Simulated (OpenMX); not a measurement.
# PbF2 (Fluorocronite) under changes of volume

One of the cells (17.354 Å³/atom); the others are scaled copies at fixed shape and fractional positions:

```
CELL_PARAMETERS angstrom
0.00000 2.96366 2.96366
2.96366 0.00000 2.96366
2.96366 2.96366 0.00000
ATOMIC_POSITIONS crystal
Pb 0.00000 0.00000 0.00000
F 0.75000 0.75000 0.75000
F 0.25000 0.25000 0.25000
```

* Program: OpenMX 3.8.5
* Functional: LDA
* Potentials or basis: OpenMX 2013 LDA set, Pb8.0-s3p2d2f1, F6.0-s2p2d1, fixed grid of 45 × 45 × 45 points
* k mesh: 9 × 9 × 9
* Occupations: fermi-dirac, width 0.05 eV
* Spin: no spin polarisation

```csv
volume (Å³/atom),energy over the lowest point (meV/atom),gap on the mesh (eV)
16.313,0.73,4.23
16.660,0.00,4.24
17.007,3.22,4.25
17.354,9.83,4.26
17.701,?,?
18.048,31.71,4.24
18.395,46.35,4.23
```

Q: What does the run at 17.701 Å³/atom give?

A: Energy over the lowest point 19.41 meV/atom; gap on the mesh 4.25 eV.

Worked out: A Birch-Murnaghan fit of order 3 (a polynomial in V^(-2/3)) to the other rows has its minimum at 16.54 Å³/atom with B0 = V·E''(V) = 89 GPa and B' = 5.0. It gives 19.45 meV/atom at 17.701 Å³/atom, against the run's 19.41. A parabola through the other rows of the gap, of slope -0.305 eV per unit of ln V there, gives 4.25 eV, against the run's 4.25.

Energies are extrapolated to zero smearing.

Caveats: the basis has few d functions beyond the semicore shells, which can make volumes several per cent too large; spin-orbit coupling is left out, which as a rule narrows the gap of such compounds by several tenths of an eV; an odd mesh through Γ misses points on the zone boundary, where band edges often lie; the basis of atomic orbitals isn't converged, which shifts pressures, moduli and gaps.
